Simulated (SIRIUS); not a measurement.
# LiH (P1) in SIRIUS: convergence with wave cutoff

Aim: find how far wave cutoff must go before the results for LiH settle, at LDA. This setting moves, with any that are tied to it; all else stays.

Program: SIRIUS 7.12.0. These are calculated values, not measurements. Logs are shortened: lines on timing, memory, paths and dates and some standing lists are left out, and cuts for length are marked. The log counts tension as positive stress, the text compression.

### Step 1. The cell of the first run

The typed cell holds 2 atoms: a = 2.880 Å, b = 2.880 Å, c = 2.880 Å, α = 60.00°, β = 60.00°, γ = 60.00°.

The cell isn't the ideal one: atoms moved at random, drawn with an rms of 0.1 Å.

### Step 2. With wave cutoff 217.7 eV

File sirius.json:

```json
{
  "control": {
    "processing_unit": "cpu",
    "verbosity": 2,
    "num_bands_to_print": 8,
    "print_forces": true,
    "print_stress": true
  },
  "parameters": {
    "electronic_structure_method": "pseudopotential",
    "xc_functionals": ["XC_LDA_X", "XC_LDA_C_PW"],
    "gk_cutoff": 4.0,
    "pw_cutoff": 11.3,
    "ngridk": [6, 6, 6],
    "shiftk": [0, 0, 0],
    "smearing": "methfessel_paxton",
    "smearing_width": 0.0018374661,
    "num_bands": 8,
    "num_mag_dims": 0,
    "num_dft_iter": 100,
    "energy_tol": 1e-08,
    "density_tol": 1e-06
  },
  "iterative_solver": {
    "type": "davidson",
    "min_tolerance": 1e-10
  },
  "mixer": {
    "type": "anderson",
    "beta": 0.7,
    "max_history": 8
  },
  "settings": {
    "tol_ne": 1e-10
  },
  "unit_cell": {
    "lattice_vectors": [
      [0.0, 3.848899684332, 3.848899684332],
      [3.848899684332, 0.0, 3.848899684332],
      [3.848899684332, 3.848899684332, 0.0]
    ],
    "atom_coordinate_units": "lattice",
    "atom_types": ["Li", "H"],
    "atom_files": {
      "Li": "Li.json",
      "H": "H.json"
    },
    "atoms": {
      "Li": [
        [0.057211, 0.002675, -0.001722]
      ],
      "H": [
        [0.439168, 0.497852, 0.522324]
      ]
    }
  }
}
```

Potentials or basis: JTH 2.0 LDA (PAW).

The run is started by

```console
$ upf_to_json Li.LDA_PW-JTH.UPF
$ upf_to_json H.LDA_PW-JTH.UPF
$ OMP_NUM_THREADS=1 sirius.scf --input=sirius.json --output=out.json --task=0
```

Run time: 3.1 s. Hardware: 1 thread of Intel Xeon 6975P-C (Granite Rapids), shared host; peak memory 0.1 GiB.

What came out:

| Property | Result |
| --- | --- |
| Pressure | -63.8 GPa |
| Largest force | 0.325 eV/Å |
| Band gap on the k mesh | 2.59 eV |

### Step 3. With wave cutoff 313.5 eV

sirius.json: that of step 2 with these lines changed.

```diff
@@ -11,4 +11,4 @@
     "xc_functionals": ["XC_LDA_X", "XC_LDA_C_PW"],
-    "gk_cutoff": 4.0,
-    "pw_cutoff": 11.3,
+    "gk_cutoff": 4.8,
+    "pw_cutoff": 13.56,
     "ngridk": [6, 6, 6],
```

Potentials or basis: JTH 2.0 LDA (PAW).

The run is started by

```console
$ upf_to_json Li.LDA_PW-JTH.UPF
$ upf_to_json H.LDA_PW-JTH.UPF
$ OMP_NUM_THREADS=1 sirius.scf --input=sirius.json --output=out.json --task=0
```

Wall time 3.8 s (1 thread of Intel Xeon 6975P-C (Granite Rapids), shared host); peak memory 0.11 GiB.

What came out:

```yaml
Pressure: -7.6 GPa
Largest_force: 0.358 eV/Å
Band_gap_on_the_k_mesh: 2.68 eV
```

### Step 4. With wave cutoff 426.7 eV

sirius.json: that of step 3 with these lines changed.

```diff
@@ -11,4 +11,4 @@
     "xc_functionals": ["XC_LDA_X", "XC_LDA_C_PW"],
-    "gk_cutoff": 4.8,
-    "pw_cutoff": 13.56,
+    "gk_cutoff": 5.6,
+    "pw_cutoff": 15.82,
     "ngridk": [6, 6, 6],
@@ -37,6 +37,7 @@
     "lattice_vectors": [
-      [0.0, 3.848899684332, 3.848899684332],
-      [3.848899684332, 0.0, 3.848899684332],
-      [3.848899684332, 3.848899684332, 0.0]
+      [0.0, 0.707106781187, 0.707106781187],
+      [0.707106781187, 0.0, 0.707106781187],
+      [0.707106781187, 0.707106781187, 0.0]
     ],
+    "lattice_vectors_scale": 5.4431661338,
     "atom_coordinate_units": "lattice",
```

The run is started by

```console
$ upf_to_json Li.LDA_PW-JTH.UPF
$ upf_to_json H.LDA_PW-JTH.UPF
$ OMP_NUM_THREADS=1 sirius.scf --input=sirius.json --output=out.json --task=0
```

Run time: 7 s. Hardware: 1 thread of Intel Xeon 6975P-C (Granite Rapids), shared host; peak memory 0.15 GiB.

What came out:

| Property | Result |
| --- | --- |
| Pressure | -3.2 GPa |
| Largest force | 0.351 eV/Å |
| Band gap on the k mesh | 2.69 eV |

### Step 5. With wave cutoff 557.3 eV

sirius.json: that of step 4 with these lines changed.

```diff
@@ -11,4 +11,4 @@
     "xc_functionals": ["XC_LDA_X", "XC_LDA_C_PW"],
-    "gk_cutoff": 5.6,
-    "pw_cutoff": 15.82,
+    "gk_cutoff": 6.4,
+    "pw_cutoff": 18.08,
     "ngridk": [6, 6, 6],
@@ -37,7 +37,6 @@
     "lattice_vectors": [
-      [0.0, 0.707106781187, 0.707106781187],
-      [0.707106781187, 0.0, 0.707106781187],
-      [0.707106781187, 0.707106781187, 0.0]
+      [0.0, 3.848899684332, 3.848899684332],
+      [3.848899684332, 0.0, 3.848899684332],
+      [3.848899684332, 3.848899684332, 0.0]
     ],
-    "lattice_vectors_scale": 5.4431661338,
     "atom_coordinate_units": "lattice",
```

The run is started by

```console
$ upf_to_json Li.LDA_PW-JTH.UPF
$ upf_to_json H.LDA_PW-JTH.UPF
$ OMP_NUM_THREADS=1 sirius.scf --input=sirius.json --output=out.json --task=0
```

Run time: 9 s. Hardware: 1 thread of Intel Xeon 6975P-C (Granite Rapids), shared host; peak memory 0.16 GiB.

Results:

```yaml
Pressure: -3.3 GPa
Largest_force: 0.349 eV/Å
Band_gap_on_the_k_mesh: 2.70 eV
```

### Step 6. With wave cutoff 705.3 eV

sirius.json: that of step 5 with these lines changed.

```diff
@@ -11,4 +11,4 @@
     "xc_functionals": ["XC_LDA_X", "XC_LDA_C_PW"],
-    "gk_cutoff": 6.4,
-    "pw_cutoff": 18.08,
+    "gk_cutoff": 7.2,
+    "pw_cutoff": 20.34,
     "ngridk": [6, 6, 6],
```

Potentials or basis: JTH 2.0 LDA (PAW).

The run is started by

```console
$ upf_to_json Li.LDA_PW-JTH.UPF
$ upf_to_json H.LDA_PW-JTH.UPF
$ OMP_NUM_THREADS=1 sirius.scf --input=sirius.json --output=out.json --task=0
```

Run time: 11 s. Hardware: 1 thread of Intel Xeon 6975P-C (Granite Rapids), shared host; peak memory 0.2 GiB.

The run converged. Its results:

```yaml
Pressure: -2.8 GPa
Largest_force: 0.348 eV/Å
Band_gap_on_the_k_mesh: 2.70 eV
```

### Step 7. With wave cutoff 870.8 eV

sirius.json: that of step 6 with these lines changed.

```diff
@@ -11,4 +11,4 @@
     "xc_functionals": ["XC_LDA_X", "XC_LDA_C_PW"],
-    "gk_cutoff": 7.2,
-    "pw_cutoff": 20.34,
+    "gk_cutoff": 8.0,
+    "pw_cutoff": 22.6,
     "ngridk": [6, 6, 6],
```

The run is started by

```console
$ upf_to_json Li.LDA_PW-JTH.UPF
$ upf_to_json H.LDA_PW-JTH.UPF
$ OMP_NUM_THREADS=1 sirius.scf --input=sirius.json --output=out.json --task=0
```

Wall time 12 s (1 thread of Intel Xeon 6975P-C (Granite Rapids), shared host); peak memory 0.24 GiB.

Results (log left out):

```
Pressure               : -2.6 GPa
Largest force          : 0.348 eV/Å
Band gap on the k mesh : 2.70 eV
```

### Step 8. With wave cutoff 1151.6 eV

sirius.json: that of step 7 with these lines changed.

```diff
@@ -11,4 +11,4 @@
     "xc_functionals": ["XC_LDA_X", "XC_LDA_C_PW"],
-    "gk_cutoff": 8.0,
-    "pw_cutoff": 22.6,
+    "gk_cutoff": 9.2,
+    "pw_cutoff": 25.99,
     "ngridk": [6, 6, 6],
```

The run is started by

```console
$ upf_to_json Li.LDA_PW-JTH.UPF
$ upf_to_json H.LDA_PW-JTH.UPF
$ OMP_NUM_THREADS=1 sirius.scf --input=sirius.json --output=out.json --task=0
```

Run time: 20 s. Hardware: 1 thread of Intel Xeon 6975P-C (Granite Rapids), shared host; peak memory 0.32 GiB.

It converged, with:

```
Pressure               : -2.6 GPa
Largest force          : 0.348 eV/Å
Band gap on the k mesh : 2.70 eV
```

### Step 9. With wave cutoff 1471.6 eV

sirius.json: that of step 8 with these lines changed.

```diff
@@ -11,4 +11,4 @@
     "xc_functionals": ["XC_LDA_X", "XC_LDA_C_PW"],
-    "gk_cutoff": 9.2,
-    "pw_cutoff": 25.99,
+    "gk_cutoff": 10.4,
+    "pw_cutoff": 29.38,
     "ngridk": [6, 6, 6],
```

Potentials or basis: JTH 2.0 LDA (PAW).

The run is started by

```console
$ upf_to_json Li.LDA_PW-JTH.UPF
$ upf_to_json H.LDA_PW-JTH.UPF
$ OMP_NUM_THREADS=1 sirius.scf --input=sirius.json --output=out.json --task=0
```

The log of the run:

```text
[info] SIRIUS version : 7.12.0
[info] number of MPI ranks           : 1
[info] MPI grid                      : 1 1
[info] maximum number of OMP threads : 1
[fft] FFT context for density and potential
[fft] =====================================
[fft]   comm size                             : 1
[fft]   plane wave cutoff                     : 29.38
[fft]   grid size                             : 54 54 54   total : 157464
[fft]   grid limits                           : -26 27   -26 27   -26 27
[fft]   number of G-vectors within the cutoff : 24384
[fft]   local number of G-vectors             : 24384
[fft]   number of G-shells                    : 1275
[fft] FFT context for coarse grid
[fft] =====================================
[fft]   comm size                             : 1
[fft]   plane wave cutoff                     : 20.8
[fft]   grid size                             : 40 40 40   total : 64000
[fft]   grid limits                           : -19 20   -19 20   -19 20
[fft]   number of G-vectors within the cutoff : 8631
[fft]   local number of G-vectors             : 8631
[fft]   number of G-shells                    : 494
[unit cell] lattice vectors
[unit cell]   a1 :       0.0000000000      3.8488996843      3.8488996843
[unit cell]   a2 :       3.8488996843      0.0000000000      3.8488996843
[unit cell]   a3 :       3.8488996843      3.8488996843      0.0000000000
[unit cell] reciprocal lattice vectors
[unit cell]   b1 :      -0.8162313677      0.8162313677      0.8162313677
[unit cell]   b2 :       0.8162313677     -0.8162313677      0.8162313677
[unit cell]   b3 :       0.8162313677      0.8162313677     -0.8162313677
[unit cell] unit cell volume :       114.03542139 [a.u.^3]
[unit cell] 1/sqrt(omega)    :         0.09364403
[unit cell] MT volume        :         0.00000000 ( 0.00%)
[unit cell] IT volume        :       114.03542139 (100.00%)
[unit cell] number of atom types : 2
[unit cell] type id : 0 symbol : Li mt_radius :  14.900395 num_atoms : 1
[unit cell] type id : 1 symbol :  H mt_radius :  14.879732 num_atoms : 1
[unit cell] total number of atoms : 2
[unit cell] number of symmetry classes : 2
[unit cell] number of PAW atoms : 2
[unit cell] PAW atoms : 0 1
[unit cell] atom id  type id  class id             position                      vector_field
[unit cell] ------------------------------------------------------------------------------------------
[unit cell]      0        0        0      0.05721   0.00267  -0.00172      0.00000   0.00000   0.00000
[unit cell]      1        1        1      0.43917   0.49785   0.52232      0.00000   0.00000   0.00000
[unit cell] atom id         position (Cartesian, a.u.)
[... 343 lines left out ...]
[find] valence_eval_sum               :      -3.29898759
[find] <rho|V^{XC}>                   :      -2.38930895
[find] <rho|E^{XC}>                   :      -1.82426064
[find] <mag|B^{XC}>                   :       0.00000000
[find] <rho|V^{H}>                    :       2.71998277
[find] one-electron contribution      :      -4.51623922 (Ha),      -9.03247845 (Ry)
[find] hartree contribution           :       1.35999139
[find] xc contribution                :      -1.82426064
[find] ewald contribution             :      -3.38321556
[find] PAW contribution               :       0.34742622
[find] smearing (-TS)                 :       0.00000000
[find] SCF correction                 :       0.00000040
[find] Total energy                   :      -8.01629742 (Ha),     -16.03259484 (Ry)
[find] Free energy (E-TS)             :      -8.01629742 (Ha),     -16.03259484 (Ry)
[find] band gap (eV)                  :       2.70104364
[find] Efermi                         :       0.07350004
[find] iteration : 13, RMS (target) : 4.8371e-07 (1.0000e-06) , energy difference (target) : -1.4015e-12 (1.0000e-08)
[find] bands are converged : true
[find] iterative solver converged : false
[find] converged after 14 SCF iterations!
[find] Charges and magnetic moments
[find] --------------------------------------------------------------------------------
[find] total charge          : 4.000000
[find] Energy
[find] --------------------------------------------------------------------------------
[find] valence_eval_sum               :      -3.29898759
[find] <rho|V^{XC}>                   :      -2.38930895
[find] <rho|E^{XC}>                   :      -1.82426064
[find] <mag|B^{XC}>                   :       0.00000000
[find] <rho|V^{H}>                    :       2.71998277
[find] one-electron contribution      :      -4.51623922 (Ha),      -9.03247845 (Ry)
[find] hartree contribution           :       1.35999139
[find] xc contribution                :      -1.82426064
[find] ewald contribution             :      -3.38321556
[find] PAW contribution               :       0.34742622
[find] smearing (-TS)                 :       0.00000000
[find] SCF correction                 :       0.00000040
[find] Total energy                   :      -8.01629742 (Ha),     -16.03259484 (Ry)
[find] Free energy (E-TS)             :      -8.01629742 (Ha),     -16.03259484 (Ry)
[find] band gap (eV)                  :       2.70104364
[find] Efermi                         :       0.07350004
[ground_state] === stress tensor components [kbar] ===
[ground_state] === stress_kin ===
[ground_state] -3586.097524   -0.268825   -0.441812
[ground_state]    -0.268825-3603.133815    2.674900
[ground_state]    -0.441812    2.674900-3615.749563
[ground_state] === stress_har ===
[ground_state] -1125.791994  -10.928441  -14.693531
[ground_state]   -10.928441-1174.037858   74.393969
[ground_state]   -14.693531   74.393969-1208.932800
[ground_state] === stress_ewald ===
[ground_state]  3015.797965  -20.265855  -27.624390
[ground_state]   -20.265855 2900.095701  142.094131
[ground_state]   -27.624390  142.094131 2812.764856
[ground_state] === stress_vloc ===
[ground_state] -1676.497837   31.067736   42.005693
[ground_state]    31.067736-1522.238959 -214.078524
[ground_state]    42.005693 -214.078524-1408.595850
[ground_state] === stress_xc ===
[ground_state]  1457.818336    0.000000    0.000000
[ground_state]     0.000000 1457.818336    0.000000
[ground_state]     0.000000    0.000000 1457.818336
[ground_state] === stress_nonloc ===
[ground_state]  2189.260940    0.144247    0.199584
[ground_state]     0.144185 2190.724377   -1.026973
[ground_state]     0.199434   -1.026636 2191.895776
[ground_state] === stress_us ===
[ground_state]  -225.330530   -0.126393   -0.161322
[ground_state]    -0.126330 -225.500205    0.767596
[ground_state]    -0.161172    0.767257 -225.503426
[ground_state] === stress_us_nl ===
[ground_state]  1963.930410    0.017855    0.038262
[ground_state]     0.017855 1965.224173   -0.259377
[ground_state]     0.038262   -0.259379 1966.392350
[ground_state] === stress_total ===
[ground_state]    49.159356   -0.377530   -0.715778
[ground_state]    -0.377530   23.727578    4.825098
[ground_state]    -0.715778    4.825096    3.697329
[ground_state] ==== total Forces in Ha/bohr =====
[ground_state] atom:    0, force:       0.0003743     -0.0033340     -0.0058869
[ground_state] atom:    1, force:      -0.0003743      0.0033340      0.0058869
[ground_state] ==== ultrasoft contribution from Qij =====
[ground_state] atom:    0, force:       0.0006304     -0.0030373     -0.0038722
[ground_state] atom:    1, force:       0.0000051     -0.0000502     -0.0000912
[ground_state] ==== non-local contribution from Beta-projector =====
[ground_state] atom:    0, force:       0.0015267     -0.0088380     -0.0128412
[ground_state] atom:    1, force:       0.0002344     -0.0011987     -0.0016295
[ground_state] ==== contribution from local potential =====
[ground_state] atom:    0, force:      -0.0081434      0.0446680      0.0633013
[ground_state] atom:    1, force:       0.0057468     -0.0315437     -0.0448672
[ground_state] ==== contribution from core density =====
[ground_state] atom:    0, force:       0.0000000      0.0000000      0.0000000
[ground_state] atom:    1, force:       0.0000000      0.0000000      0.0000000
[ground_state] ==== Ewald forces from ions =====
[ground_state] atom:    0, force:       0.0063607     -0.0361266     -0.0524748
[ground_state] atom:    1, force:      -0.0063607      0.0361266      0.0524748
[~DFT_ground_state] local op. applied: 28131
[~DFT_ground_state] evp. work count: 14373.5
[~DFT_ground_state] number of iterative solver steps: 3089
```

Run time: 24 s. Hardware: 1 thread of Intel Xeon 6975P-C (Granite Rapids), shared host; peak memory 0.42 GiB.

What came out:

* Pressure: -2.6 GPa
* Largest force: 0.348 eV/Å
* Band gap on the k mesh: 2.70 eV

### Step 10. Result

```
wave cutoff  pressure (GPa)  largest force (eV/Å)  gap on the mesh (eV)  SCF cycles  CPU time (s)  peak memory (GiB)
   217.7 eV          -63.76                 0.325                 2.595           9             3                0.1
   313.5 eV           -7.57                 0.358                 2.679          11           3.7               0.11
   426.7 eV           -3.16                 0.351                 2.693          13           6.8               0.15
   557.3 eV           -3.28                 0.349                 2.699          17           8.8               0.16
   705.3 eV           -2.80                 0.348                 2.701          14            11                0.2
   870.8 eV           -2.55                 0.348                 2.701          14            12               0.24
  1151.6 eV           -2.60                 0.348                 2.701          15            19               0.32
  1471.6 eV           -2.55                 0.348                 2.701          14            24               0.42
```

Against the tightest run, the pressure stays within 0.1 GPa from 870.8 eV on; the largest force stays within 0.005 eV/Å from 426.7 eV on; the gap on the mesh stays within 0.01 eV from 426.7 eV on. The tightest run that finished is the yardstick and may itself not be fully converged.

Caveats: all runs use coarse meshes.
